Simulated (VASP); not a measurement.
# Sn (P-1) in VASP: a series of runs

The runs below take Sn through single point, with PBEsol.

All numbers are computed with VASP 6.6.1; they aren't measurements. Logs are shortened: lines on timing, memory, paths and dates and some standing lists are left out, and cuts for length are marked.

**1. The cell of the first run**

The typed cell holds 1 atom: a = 3.405 Å, b = 3.429 Å, c = 3.483 Å, α = 118.10°, β = 119.47°, γ = 91.92°.

This isn't the form of Sn at room conditions, which is tetragonal (white tin).

**2. Single point, PBEsol (all atoms moved at random, cell strained at random)**

INCAR

```
SYSTEM = Sn
PREC     = Accurate       ! precision mode
ENCUT    = 520            ! plane-wave cutoff, eV
EDIFF    = 1E-7           ! SCF threshold, eV
ISMEAR   = 0              ! smearing method
SIGMA    = 0.1            ! smearing width, eV
LREAL    = .FALSE.        ! projectors in reciprocal space
LASPH    = .TRUE.         ! aspherical terms in the spheres
NELM     = 100            ! most SCF steps
ALGO     = Fast           ! electronic algorithm
ISIF     = 2              ! what is computed and relaxed
LWAVE    = .FALSE.        ! write WAVECAR
LCHARG   = .TRUE.         ! write CHGCAR
GGA      = PS             ! functional
LELF     = .TRUE.         ! ELF
LVHAR    = .TRUE.       
NBANDS   = 13             ! bands
```

KPOINTS

```
regular mesh
0
G
  14 14 14
  0 0 0
```

POSCAR

```
Sn
1.0
   -1.7637705785      1.6984820929      2.3665463850
    1.7509096975     -1.7342587255      2.3842162896
    1.8038269188      1.7732094453     -2.3937122541
Sn
1
Direct
    0.0000000000      0.0000000000      0.0000000000
```

Potentials or basis: VASP PAW PBE potentials, release 64 (Sn_d).

Run with:

```bash
> cat potpaw_PBE.64/Sn_d/POTCAR > POTCAR
> mpirun -np 1 vasp_std > vasp.out
```

OUTCAR:

```text
SYSTEM = Sn
   PREC = Accurate
   ENCUT = 520
   EDIFF = 1E-7
   ISMEAR = 0
   LREAL = .FALSE.
   LASPH = .TRUE.
   NELM = 100
   ISIF = 2
   GGA = PS

 ion  position               nearest neighbor table
   1  0.000  0.000  0.000-

  LATTYP: Found a triclinic cell.
 ALAT       =     3.4289685638
 B/A-ratio  =     1.3855229943
 C/A-ratio  =     2.2869398974
 COS(alpha) =     0.0018609625
 COS(beta)  =     0.6799364025
 COS(gamma) =     0.6977200064

  Lattice vectors:

 A1 = (  -1.7509096975,   1.7342587255,  -2.3842162896)
 A2 = (   0.0128608810,   0.0357766326,  -4.7507626746)
 A3 = (  -7.0694168923,   3.3937900986,  -0.0081739401)

Analysis of symmetry for initial positions (statically):
=====================================================================
 Subroutine PRICEL returns:
 Original cell was already a primitive cell.

 Routine SETGRP: Setting up the symmetry group for a
 triclinic supercell.

 Subroutine GETGRP returns: Found  2 space group operations
 (whereof  2 operations were pure point group operations)
 out of a pool of  2 trial point group operations.

The static configuration has the point symmetry S_2 .

Analysis of symmetry for dynamics (positions and initial velocities):
=====================================================================
 Subroutine PRICEL returns:
 Original cell was already a primitive cell.

 Routine SETGRP: Setting up the symmetry group for a
 triclinic supercell.

 Subroutine GETGRP returns: Found  2 space group operations
 (whereof  2 operations were pure point group operations)
 out of a pool of  2 trial point group operations.

The dynamic configuration has the point symmetry S_2 .

 Subroutine INISYM returns: Found  2 space group operations
 (whereof  2 operations are pure point group operations),
 and found     1 'primitive' translations

----------------------------------------------------------------------------------------

                                     Primitive cell

  volume of cell :      29.3088

  direct lattice vectors                    reciprocal lattice vectors
    -1.763770578  1.698482093  2.366546385    -0.002606671  0.289738215  0.212667397
     1.750909698 -1.734258725  2.384216290     0.281896628 -0.001599546  0.211243601
     1.803826919  1.773209445 -2.393712254     0.278201243  0.284856820  0.002898299

  length of vectors
     3.405329627  3.428968564  3.482516568     0.359419601  0.352267123  0.398180536

  position of ions in fractional coordinates (direct lattice)
[... 75 lines left out ...]
   ENCUT  =  520.0 eV  38.22 Ry    6.18 a.u.   6.33  6.38  6.48*2*pi/ulx,y,z
   NELM   =    100;   NELMIN=  2; NELMDL= -5     # of ELM steps
   EDIFF  = 0.1E-06   stopping-criterion for ELM
   LREAL  =      F    real-space projection
[... 7 lines left out ...]
   TEBEG  =    0.0;   TEEND  =   0.0 temperature during run
   PSTRESS=    0.0 pullay stress
   NELECT =      14.0000    total number of electrons
   NUPDOWN=      -1.0000    fix difference up-down
   EMIN   =  10.00;   EMAX   =-10.00  energy-range for DOS
   EFERMI =   0.00;   METHOD = LEGACY
   ISMEAR =     0;   SIGMA  =   0.10  broadening in eV -4-tet -1-fermi 0-gaus
   EFERMI_NEDOS =   21; number of points for ismear=-14 and -15
   IALGO  =     68    algorithm
   IMIX   =      4    mixing-type and parameters
     AMIX     =   0.40;   BMIX     =  1.00
     AMIX_MAG =   1.60;   BMIX_MAG =  1.00
  volume/ion in A,a.u.               =      29.31       197.79
  Fermi-wavevector in a.u.,A,eV,Ry     =   1.279729  2.418337 22.282349  1.637706
  Thomas-Fermi vector in A             =   2.412198
   LORBIT       =      0    0 simple, 1 ext, 2 COOP (PROOUT), +10 PAW based schemes
   GGA     = PS    functional components
   LHFCALC =     F    Hartree Fock is set to
   AEXX    =    0.0000 exact exchange contribution
   IVDW    =     0    specifies the selected vdW correction
   LEPSILON=     F    determine dielectric tensor
   LRPA    =     F    only Hartree local field effects (RPA)
 non-spin polarized calculation
 RMM-DIIS sequential band-by-band and
 Gauss-broadening in eV      SIGMA  =   0.10
  energy-cutoff  :      520.00
  volume of cell :       29.31
 maximum number of plane-waves:       810
 NGX is ok and might be reduce to    28
   NGX = 13   NGY = 13   NGZ = 13

 number of electron      14.0000000 magnetization

 Free energy of the ion-electron system (eV)
  ---------------------------------------------------
  ext. energy  EPLUGINS =         0.00000000
  ---------------------------------------------------
  free energy    TOTEN  =        -4.19266056 eV

  energy without entropy =       -4.18971441  energy(sigma->0) =       -4.19118748

 E-fermi :   7.1207     XC(G=0): -10.1522

 val. band max:        7.1189063204   @ k =  -0.4286   0.1429   0.1429
 cond. band min:       7.1209737112   @ k =   0.4286  -0.4286   0.4286
 fundamental gap:      0.0020673907
 Fermi energy:         7.1207378670

 k-point     1 :       0.0000    0.0000    0.0000
  band No.  band energies     occupation
      1     -14.3336      2.00000
      2     -14.3185      2.00000
      3     -14.3026      2.00000
      4     -14.2709      2.00000
      5     -14.2429      2.00000
      6      -3.5219      2.00000
      7      13.9505      0.00000
      8      14.0817      0.00000
      9      14.4801      0.00000
     10      17.6906      0.00000
     11      18.1474      0.00000
     12      18.5123      0.00000
     13      18.7897      0.00000
[... 354 lines left out ...]
  band No.  band energies     occupation
      1     -14.3226      2.00000
      2     -14.3031      2.00000
      3     -14.2957      2.00000
      4     -14.2646      2.00000
      5     -14.2414      2.00000
      6      -2.8930      2.00000
      7      10.3101      0.00000
      8      12.5183      0.00000
      9      13.9633      0.00000
     10      16.8739      0.00000
     11      18.4415      0.00000
     12      18.9524      0.00000
     13      19.6942      0.00000

 [... further k-points ...]
[... 5 lines left out ...]
  --------------------------------------------------------------------------------------
  -------------------------------------------------------------------------------------
  Total       -0.7757216     -0.7673911     -0.8276672     -0.0043888      0.0201795      0.0023092
  in kB      -42.4050949    -41.9497008    -45.2447168     -0.2399131      1.1031184      0.1262318
  external PRESSURE =     -43.1998375 kB  Pullay stress =       0.0000000 kB

 VOLUME and BASIS-vectors are now :
 -----------------------------------------------------------------------------
  energy-cutoff  :      520.00
  volume of cell :       29.31
      direct lattice vectors                 reciprocal lattice vectors
    -1.763770578  1.698482093  2.366546385    -0.002606671  0.289738215  0.212667397
     1.750909698 -1.734258725  2.384216290     0.281896628 -0.001599546  0.211243601
     1.803826919  1.773209445 -2.393712254     0.278201243  0.284856820  0.002898299

 POSITION                                       TOTAL-FORCE (eV/Angst)
 -----------------------------------------------------------------------------------
      0.00000      0.00000      0.00000         0.000000     -0.000000      0.000000
 -----------------------------------------------------------------------------------
    total drift:                               -0.000000     -0.000000     -0.000000

  FREE ENERGIE OF THE ION-ELECTRON SYSTEM (eV)
  ---------------------------------------------------
  free  energy   TOTEN  =        -4.1926605552 eV

  energy  without entropy=       -4.1897144132  energy(sigma->0) =       -4.19118748
```

OSZICAR:

```text
N       E                     dE             d eps       ncg     rms          rms(c)
DAV:   1     0.807914735837E+02    0.80791E+02   -0.72175E+03 36734   0.157E+03
DAV:   2     0.164312016592E+01   -0.79148E+02   -0.76694E+02 37986   0.338E+02
DAV:   3    -0.408416026877E+01   -0.57273E+01   -0.57071E+01 42479   0.740E+01
DAV:   4    -0.420565168785E+01   -0.12149E+00   -0.12146E+00 43555   0.116E+01
DAV:   5    -0.420990162464E+01   -0.42499E-02   -0.42498E-02 47825   0.210E+00    0.116E+00
RMM:   6    -0.419652497231E+01    0.13377E-01   -0.13395E-02 45192   0.151E+00    0.647E-01
RMM:   7    -0.419279461672E+01    0.37304E-02   -0.92309E-03 45184   0.111E+00    0.104E-01
RMM:   8    -0.419262244516E+01    0.17217E-03   -0.83132E-04 49643   0.434E-01    0.262E-02
RMM:   9    -0.419265790813E+01   -0.35463E-04   -0.35529E-04 55131   0.176E-01    0.225E-02
RMM:  10    -0.419265846759E+01   -0.55946E-06   -0.59441E-05 48208   0.115E-01    0.384E-03
RMM:  11    -0.419266034979E+01   -0.18822E-05   -0.32081E-05 58913   0.555E-02    0.724E-03
RMM:  12    -0.419266089591E+01   -0.54612E-06   -0.37007E-06 56966   0.184E-02    0.973E-03
RMM:  13    -0.419266069681E+01    0.19911E-06   -0.70386E-07 44911   0.109E-02    0.433E-03
RMM:  14    -0.419266058625E+01    0.11056E-06   -0.22172E-07 27704   0.533E-03    0.127E-03
RMM:  15    -0.419266055522E+01    0.31025E-07   -0.56953E-08 25193   0.266E-03
   1 F= -.41926606E+01 E0= -.41911875E+01  d E =-.294614E-02
```

stdout:

```text
POSCAR found type information on POSCAR Sn
 POSCAR found :  1 types and       1 ions
 scaLAPACK will be used
 -----------------------------------------------------------------------------
|                                                                             |
[... 44 lines left out ...]
WARNING in EDDRMM: call to ZHEGV failed, returncode =   6  3      9
WARNING in EDDRMM: call to ZHEGV failed, returncode =   6  3     11
WARNING in EDDRMM: call to ZHEGV failed, returncode =   6  3      8
 num prob WARNING in EDDRMM: call to ZHEGV failed, returncode =   6  3     12
 num prob  num prob WARNING in EDDRMM: call to ZHEGV failed, returncode =   6  3     11
WARNING in EDDRMM: call to ZHEGV failed, returncode =   6  3      9
WARNING in EDDRMM: call to ZHEGV failed, returncode =   6  3      9
 num prob  num prob  num prob RMM:  15    -0.419266055522E+01    0.31025E-07   -0.56953E-08 25193   0.266E-03
```

Wall time 6.5 min (1 thread of Intel Xeon Platinum 8559C (Emerald Rapids), shared host); peak memory 0.56 GiB.

Results:

```yaml
Free_energy: -4.1927 eV
Pressure: -4.3 GPa
Band_gap_on_the_k_mesh: none (metal or under the smearing width)
```

Stress tensor (GPa, compression positive):
```
-4.24 -0.02  0.01
-0.02 -4.19  0.11
 0.01  0.11 -4.52
```

Caveat: the PAW data sets were made with another functional, which shifts forces and pressure a little.

**3. Single point, PBEsol (Sn replaced by C, lengths x 0.728, strained and moved within the space group)**

INCAR

```
PREC     = Accurate       # precision mode
ENCUT    = 520            # plane-wave cutoff, eV
EDIFF    = 1E-6           # SCF threshold, eV
ISMEAR   = 0              # smearing method
SIGMA    = 0.1            # smearing width, eV
LREAL    = False          # projectors in reciprocal space
LASPH    = True           # aspherical terms in the spheres
NELM     = 100            # most SCF steps
ALGO     = Fast           # electronic algorithm
ISIF     = 2              # what is computed and relaxed
LWAVE    = False          # write WAVECAR
LCHARG   = True           # write CHGCAR
GGA      = PS             # functional
LELF     = True           # ELF
LVHAR    = True         
NBANDS   = 8              # bands
```

KPOINTS

```
Automatic mesh
0
Gamma
  22 22 22
```

POSCAR

```
C
1.0
   -1.2534121144      1.3320760601      1.8791445888
    1.2534121144     -1.3320760601      1.8791445888
    1.2534121144      1.3320760601     -1.8791445888
C
1
Direct
    0.0000000000      0.0000000000      0.0000000000
```

Potentials or basis: VASP PAW PBE potentials, release 64 (C).

Run with:

```bash
> cat potpaw_PBE.64/C/POTCAR > POTCAR
> mpirun -np 1 vasp_std > vasp.out
```

It took 56 s on 1 thread of Intel Xeon Platinum 8559C (Emerald Rapids), shared host; peak memory 0.23 GiB.

The run converged. Its results:

```
Free energy            : -4.2773 eV
Pressure               : -33.5 GPa
Band gap on the k mesh : none (metal or under the smearing width)
```

Stress tensor (GPa, compression positive):
```
-36.23   0.00   0.00
  0.00 -31.84   0.00
  0.00   0.00 -32.30
```

Levels at points of the mesh, in eV from the Fermi level:
| k point | band 1 | band 2 | band 3 | band 4 | band 5 |
| --- | --- | --- | --- | --- | --- |
| (0.00, 0.00, 0.00) | -13.16 | 4.26 | 4.54 | 4.99 | 17.78 |
| (0.50, 0.00, 0.00) | -8.58 | -4.59 | 3.65 | 4.22 | 17.26 |
| (0.00, 0.50, 0.00) | -7.91 | -4.45 | 3.46 | 3.55 | 16.44 |
| (0.50, 0.50, 0.00) | -6.26 | -3.37 | 1.47 | 1.68 | 11.68 |
| (0.50, 0.50, 0.50) | -6.71 | -3.60 | 1.25 | 2.49 | 11.76 |

Caveat: the cell as given lies far from equilibrium; so large a pressure means that the cell lies far from this level's equilibrium, or that cutoff or potentials fall short; the potentials were made for another functional, which shifts forces and pressure.
